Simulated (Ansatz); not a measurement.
**Y under pressure**

All numbers below come from DFT PBEsol, scalar-relativistic, plane waves, PAW (Ansatz 0.2.0). (420 eV cutoff, 14×14×14 k-mesh, Gaussian smearing of 0.10 eV, no spin polarisation)

Reference structure (relaxed):

```xyz
1
Lattice="0.0000 2.4885 2.4885 2.4885 0.0000 2.4885 2.4885 2.4885 0.0000" Properties=species:S:1:pos:R:3 pbc="T T T"
Y     0.0000    0.0000    0.0000
```

Cell and atoms are relaxed at each pressure within the symmetry of the start, at zero temperature, so transitions that lower the symmetry aren't seen. The k-mesh given is that at zero pressure and may differ at others. a, b and c are the lengths of the cell vectors above.

| P (GPa) | V (Å³/atom) | V/V0 | a (Å) | b (Å) | c (Å) |
| --- | --- | --- | --- | --- | --- |
| -3 | 33.44 | 1.085 | 3.616 | 3.616 | 3.616 |
| 0 | 30.82 | 1.000 | 3.519 | 3.519 | 3.519 |
| 3 | 28.89 | 0.937 | 3.444 | 3.444 | 3.444 |
| 8 | 26.51 | 0.860 | 3.347 | 3.347 | 3.347 |
| 15 | 24.16 | 0.784 | 3.245 | 3.245 | 3.245 |
| 30 | 20.80 | 0.675 | 3.087 | 3.087 | 3.087 |
| 60 | 16.99 | 0.551 | 2.886 | 2.886 | 2.886 |

Problem. What bulk modulus and pressure derivative fit these points?

Solution. A third-order Birch–Murnaghan fit gives B0 = 42 GPa and B0' = 3.3.

This fcc form isn't the element's structure at ambient conditions.